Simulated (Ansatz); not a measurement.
The system is Li.

```
CELL_PARAMETERS angstrom
-1.75465 1.75465 1.75465
1.75465 -1.75465 1.75465
1.75465 1.75465 -1.75465
ATOMIC_POSITIONS crystal
Li 0.00000 0.00000 0.00000
```

* Program: Ansatz 0.2.0
* Task: single point
* Functional: PBE
* Potentials or basis: Ansatz PAW
* Cutoff: 420 eV (not typed: the program's choice for these potentials)
* k mesh: 11 × 11 × 11
* Occupations: fermi-dirac, width 0.05 eV
* Spin: no spin polarisation

On this cell: pressure -0.8 GPa; band gap on the k mesh none (metal or under the smearing width).

The same run follows on a disturbed copy (cell strained at random at fixed volume):

```
Li
1.0
    -1.73329    1.76667    1.73520
     1.72839   -1.79094    1.75457
     1.74318    1.80083   -1.75947
Li
1
Direct
  0.98842 0.00844 0.97647
```

What does the disturbed cell give?

The energy (extrapolated to zero smearing) moves by +0.2 meV/atom; pressure -0.8 GPa; band gap on the k mesh none (metal or under the smearing width).

Stress tensor (GPa, compression positive):
```
-0.78 -0.07  0.02
-0.07 -0.89  0.19
 0.02  0.19 -0.80
```
